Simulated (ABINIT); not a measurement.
# Quasiparticle gap of CaO (Lime) in ABINIT, part 3 of 3

Aim: the G0W0 gap of CaO (Lime) on PBE, step by step.

ABINIT 10.8.3; PBE and many-body steps on it, plane waves. Known limits of the many-body steps: not at the basis limit; coarse k mesh.

So far. Step 4 (Empty states on the mesh, 4×4×4 mesh, 144 bands): On this mesh the gap is 3.662 eV. Step 5 (Screening, 4×4×4 mesh, 136 bands, screening to 217.7 eV): Local fields lower ε∞ by 9 %. On a Γ-centred mesh this coarse the value itself is usually too large, while a short band sum pulls it down.

## 6. Self-energy, 4×4×4 mesh, 136 bands, screening to 217.7 eV

The self-energy is evaluated for the states that the input lists, and the levels follow from it, in one-shot runs by the linearised quasiparticle equation.

This step: G0W0 on PBE, plane waves, norm-conserving pseudopotentials.

File run.abi:

```
acell 3*1.0 Angstrom
rprim 
  -0.000000000000 2.406500000000 2.406500000000
  2.406500000000 -0.000000000000 2.406500000000
  2.406500000000 2.406500000000 -0.000000000000
ntypat 2
znucl 20 8
natom 2
typat 1 2
xred 
  0.000000000000 0.000000000000 0.000000000000
  0.500000000000 0.500000000000 0.500000000000
pp_dirpath "pseudos"
pseudos "Ca.upf, O.upf"
ecut 36
ngkpt 4 4 4
nshiftk 1
shiftk 0 0 0
kptopt 1
chksymbreak 0
istwfk *1
occopt 1
irdwfk 1
optdriver 4
nband 136
gwcalctyp 0
ecutsigx 36
symsigma 1
nkptgw 2
kptgw 
  0.0000000000 0.0000000000 0.0000000000
  0.5000000000 0.5000000000 0.0000000000
bdgw 
  6 12
  7 10
ecuteps 8
irdscr 1
ppmodel 1
indata_prefix "in"
outdata_prefix "out"
tmpdata_prefix "tmp"
```

The run is started by

```console
OMP_NUM_THREADS=1 mpirun -n 8 abinit run.abi > log
```

Numbers of over 12 decimals in the logs are rounded to 6 here.

The log of the run:

```text
.Version 10.8.3 of ABINIT. v10.8.2 released Aug 2026.

 Symmetries : space group Fm -3 m (#225); Bravais cF (face-center cubic)
[... echo of the input left out ...]
== DATASET  1 ==================================================================
-   mpi_nproc: 8, omp_nthreads: 1 (-1 if OMP is not activated)

--- !DatasetInfo
iteration_state: {dtset: 1, }
dimensions: {natom: 2, nkpt: 8, mband: 136, nsppol: 1, nspinor: 1, nspden: 1, mpw: 1964, }
cutoff_energies: {ecut:  36.0, pawecutdg:  -1.0, }
electrons: {nelect:   1.60000000E+01, charge:   0.00000000E+00, occopt:   1.00000000E+00, tsmear:   1.00000000E-02, }

 SIGMA: Calculation of the GW corrections

 Based on a program developped by R.W. Godby, V. Olevano, G. Onida, and L. Reining.
 Incorporated in ABINIT by V. Olevano, G.-M. Rignanese, and M. Torrent.
.Using double precision arithmetic ; gwpc =  8

[... cell and pseudopotentials left out ...]
--------------------------------------------------------------------------------

 ==== K-mesh for the wavefunctions ====
 Number of points in the irreducible wedge :     8
[... list of points left out ...]
 Together with 48 symmetry operations and time-reversal symmetry
 yields    64 points in the full Brillouin Zone.

 ==== Q-mesh for screening function ====
 Number of points in the irreducible wedge :     8
[... list of points left out ...]
 Together with 48 symmetry operations and time-reversal symmetry
 yields    64 points in the full Brillouin Zone.

 vcoul_init : cutoff-mode = AUXILIARY_FUNCTION
 q-points for optical limit:   1
     1)      0.000010    0.000020    0.000030
 setmesh: FFT mesh size selected  =    36x   36x   36
          total number of points  =        46656

 Number of electrons calculated from density =   16.0000; Expected =   16.0000
 average of density, n =  0.085062
 r_s =    1.4106
 omega_plasma =   28.1335 [eV]

 === KS Band Gaps ===
  >>>> For spin  1
   Minimum direct gap =   4.0368 [eV], located at k-point      :   0.5000  0.5000  0.0000
   Fundamental gap    =   3.6624 [eV], Top of valence bands at :   0.0000  0.0000  0.0000
                                       Bottom of conduction at :   0.5000  0.5000  0.0000
 SIGMA fundamental parameters:
 PLASMON POLE MODEL  1
 number of plane-waves for SigmaX                 1917
 number of plane-waves for SigmaC and W            181
 number of plane-waves for wavefunctions          1917
 number of bands                                   136
 number of independent spin polarizations            1
 number of spinorial components                      1
 number of k-points in IBZ                           8
 number of q-points in IBZ                           8
 number of symmetry operations                      48
 number of k-points in BZ                           64
 number of q-points in BZ                           64
 number of frequencies for dSigma/dE                 9
 frequency step for dSigma/dE [eV]                0.25
 number of omega for Sigma on real axis              0
 max omega for Sigma on real axis  [eV]           0.00
 zcut for avoiding poles [eV]                     0.10

 EPSILON^-1 parameters (SCR file):
 dimension of the eps^-1 matrix on file            181
 dimension of the eps^-1 matrix used               181
 number of plane-waves for wavefunctions          1917
 number of bands                                   136
 number of q-points in IBZ                           8
 number of frequencies                               2
 number of real frequencies                          1
 number of imag frequencies                          1

 matrix elements of self-energy operator (all in [eV])

 Perturbative Calculation

--- !SelfEnergy_ee
iteration_state: {dtset: 1, }
kpoint     : [   0.000,    0.000,    0.000, ]
spin       : 1
KS_gap     :    4.714
QP_gap     :    6.206
Delta_QP_KS:    1.491
data: !SigmaeeData |
     Band     E0 <VxcDFT>   SigX SigC(E0)      Z dSigC/dE  Sig(E)    E-E0       E
        6   5.064 -19.390 -24.603   4.007   0.782  -0.279 -20.332  -0.943   4.122
        7   5.064 -19.390 -24.603   4.007   0.782  -0.279 -20.332  -0.943   4.122
        8   5.064 -19.390 -24.603   4.007   0.782  -0.279 -20.332  -0.943   4.122
        9   9.779 -10.889  -6.347  -3.892   0.844  -0.185 -10.341   0.549  10.328
       10  11.292 -13.898  -6.979  -4.733   0.842  -0.187 -12.056   1.841  13.133
       11  11.292 -13.898  -6.979  -4.733   0.842  -0.187 -12.056   1.841  13.133
       12  11.292 -13.898  -6.979  -4.733   0.842  -0.187 -12.056   1.841  13.133

--- !SelfEnergy_ee
iteration_state: {dtset: 1, }
kpoint     : [   0.500,    0.500,    0.000, ]
spin       : 1
KS_gap     :    4.037
QP_gap     :    6.269
Delta_QP_KS:    2.232
data: !SigmaeeData |
     Band     E0 <VxcDFT>   SigX SigC(E0)      Z dSigC/dE  Sig(E)    E-E0       E
        7   4.690 -18.918 -24.267   4.008   0.782  -0.279 -19.966  -1.049   3.641
        8   4.690 -18.918 -24.267   4.008   0.782  -0.279 -19.966  -1.049   3.641
        9   8.727 -11.427  -5.845  -4.190   0.850  -0.176 -10.243   1.183   9.910
       10  13.087 -16.111  -8.811  -4.820   0.833  -0.200 -14.044   2.067  15.154

== END DATASET(S) ==============================================================
================================================================================

 -outvars: echo values of variables after computation  --------
           etotal      0.0000000000E+00
            nband         136
             nkpt           8
          spgroup         225
 [... the other variables as echoed above ...]

 Calculation completed.
```

Elapsed: 9.1 s, on 8 MPI ranks of Arm Neoverse N1, shared host; peak memory 0.99 GiB; 72 s of CPU time.

Numbers from this step:

| Quantity | Value |
| --- | --- |
| G0W0 gap on the points computed | 5.788 eV |
| starting gap on the mesh | 3.662 eV |
| k of the valence top | 0, 0, 0 |
| k of the conduction bottom | 0.5, 0.5, 0 |
| Z at the valence top | 0.782 |
| Z at the conduction bottom | 0.85 |
| least direct G0W0 gap on the computed points | 6.206 eV |

The gap on the mesh goes from 3.66 eV to 5.79 eV, a correction of +2.13 eV.

Limits: finite bands, cutoff and mesh; coarse k mesh. v1 is the top filled band, c1 the lowest empty one. The levels before and after the correction (eV, zero at the valence-band top of each column):

|  | conduction bottom | valence top |
| --- | --- | --- |
| Kohn-Sham | 3.66 | 0.00 |
| G0W0 | 5.79 | 0.00 |

|  | level | energy (eV) |
| --- | --- | --- |
| Kohn-Sham | Γ v3-v1 | 0.000 |
| Kohn-Sham | Γ c1 | 4.714 |
| Kohn-Sham | Γ c2-c4 | 6.228 |
| Kohn-Sham | (0.5 0.5 0) v2-v1 | -0.374 |
| Kohn-Sham | (0.5 0.5 0) c1 | 3.662 |
| Kohn-Sham | (0.5 0.5 0) c2 | 8.023 |
| G0W0 | Γ v3-v1 | 0.000 |
| G0W0 | Γ c1 | 6.206 |
| G0W0 | Γ c2-c4 | 9.011 |
| G0W0 | (0.5 0.5 0) v2-v1 | -0.481 |
| G0W0 | (0.5 0.5 0) c1 | 5.788 |
| G0W0 | (0.5 0.5 0) c2 | 11.032 |

## 7. Where the time went

Times are wall times on 8 MPI ranks of Arm Neoverse N1, shared host, good to a factor of about two.

| step | time | share | memory (GiB) |
| --- | --- | --- | --- |
| ground state | 10 s | 13 % | 0.54 |
| bands along the symmetry lines | 9.2 s | 11 % | 0.47 |
| empty states on the mesh | 21 s | 25 % | 2.1 |
| screening | 32 s | 39 % | 1 |
| self-energy | 9.1 s | 11 % | 0.99 |

## 8. Summary of results

| Item | Value |
| --- | --- |
| PBE gap | 3.66 eV, indirect |
| G0W0 gap on the mesh | 5.79 eV |
| GW settings | 4×4×4 mesh, 136 bands, screening to 217.7 eV, Godby-Needs plasmon pole |
| known limits | not at the basis limit; coarse k mesh |

**Reading.** G0W0 moves the gap on the mesh from 3.66 eV to 5.79 eV (+2.13 eV), with Z of 0.78 and 0.85 at the edges. Local fields lower the RPA ε∞ on this mesh from 4.03 to 3.67; a Γ-centred mesh this coarse tends to raise both, most where the direct gap is narrow, while a short band sum lowers them. Only 2 of the mesh's irreducible points were corrected, so a valley elsewhere could overtake. The dearest step here is «screening». Bands and cutoff are finite, so the gap is not at the basis limit. The miss can reach some tenths of an eV and take either sign; the mesh is an error of its own. In the G0W0 run levels were corrected at 2 k points alone, so a gap called «on the mesh» is the least over those, and an edge elsewhere would be missed. The 4×4×4 mesh is coarse for this cell, which bears on the long-range parts of exchange and screening.

[Paths, hosts, dates, memory and timing lines, banners, echoed tables and standing remarks are left out of the program output.]

[Logs are printed without paths, hosts, clocks, repeated set-up lines and the standing remarks that a program may print on its own settings, such as how far it seeks lower states.]

[Runs of the session that timed out or met a known fault of the program may be left out.]

[Hosts, paths, dates, database ids (printed as entryN), source tags and the programs' standing remarks are cut or masked in the printed files.]

[G0W0 gaps are taken among the corrected bands and points alone; a level outside them can change the order at an edge.]

[Where Ansatz stands beside ABINIT at settings called matched, ABINIT's density can come from a denser mesh and the files from another edition; pairs whose starting gaps differed by over 0.03 eV were left out, so agreement reads better than it is.]
